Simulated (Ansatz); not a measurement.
**Zone-centre phonons of PtSe₂: input and output**

These are results of DFT PBEsol, scalar-relativistic, plane waves, PAW (Ansatz), not measurements.

Launched with:
```bash
ansatz run input.yaml --threads 1 --pin off --max-ram 3072MiB --backend cpu --events-out ev --progress --plain --runs-dir out
```

Input (bare energies are in eV):
```yaml
crystal:
  lattice:
    - [3.7607971118, 0.0, 0.0]
    - [-1.8803985559, 3.2569458373, 0.0]
    - [0.0, 0.0, 4.858732738]
  atoms:
    - { symbol: Pt, position: [0.0, 0.0, 0.0] }
    - { symbol: Se, position: [0.3333333333, 0.6666666667, 0.2611754914] }
    - { symbol: Se, position: [0.6666666667, 0.3333333333, 0.7388245086] }
basis:
  ecutwfc: 420
kpoints:
  mp_grid: { grid: [12, 12, 8] }
hamiltonian:
  xc: pbesol
scf:
  occupations: { method: fermi_dirac, width: 0.15 }
output:
  eigenvalues: true
phonons:
  method: dfpt
  eigenvectors: true
```

Results section of the output:
```
--- Phonons (Γ-DFPT): 4 representative perturbations + reference, on 320 of 1152 k-points (Σ response iterations 12) ---
  k mesh reduced under 2 symmetry operations, with k and −k counted as one. Each operation leaves every solved perturbation unchanged. A smaller set is not used because it would not reduce the number of displacements ...
  ASR residual: 6.496e-4 → 0.000e0 eV/Å²; symmetrization residual: 1.490e-5 eV/Å²
  ASR residual per site (eV/Å²): 6.50e-4 1.32e-4 1.32e-4
  Γ frequencies (cm⁻¹): 0.00 0.00 0.00 158.44 158.44 199.90 213.25 213.25 214.64
  non-analytic LO–TO correction: not included (Born effective charges unavailable; polar crystals: no LO–TO splitting at Γ)
```

The run took 2.8 min on 1 thread of Intel(R) Xeon(R) Platinum 8488C (Sapphire Rapids) (shared host), peak memory 1.9 GiB.

In a metal, frequencies and elastic constants depend on the k mesh and the smearing, soft modes and shear constants most. Spin–orbit coupling is left out, which matters for heavy elements. A semilocal functional can close a gap that the real compound has.